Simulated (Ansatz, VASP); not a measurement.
**One calculation of Cd, two programs**

```
Cd
1.0
     1.60803    0.92840    2.44929
    -1.60803    0.92840    2.44929
     0.00000   -1.85679    2.44929
Cd
1
Direct
  0.00000 0.00000 0.00000
```

This isn't the form of Cd at room conditions, which is hcp.

Alike in both runs: task single point; functional PBE; k mesh 21 × 21 × 21; occupations gaussian, width 0.15 eV; no spin polarisation.

|  | VASP | Ansatz |
| --- | --- | --- |
| version | VASP 6.6.1 | Ansatz 0.2.0 |
| potentials or method | VASP PAW PBE potentials, release 64 (Cd) | scalar-relativistic, plane waves, PAW |
| plane-wave cutoff (eV) | 520 | 420 |
| valence electrons in the cell | 12 | 20 |

```tsv
	VASP	Ansatz	Ansatz less VASP
gap on the k mesh at the Fermi level (eV)	none	none	-
pressure (GPa)	2.3	2.0	-0.30
largest component of the traceless stress (GPa)	0.00	0.07	+0.064
```

A gap of «none» marks a metal or a gap that the smearing closes. The functional is the same, so the differences come from potentials, cutoffs and numerics. The two sets of potentials don't hold the same shells in valence.
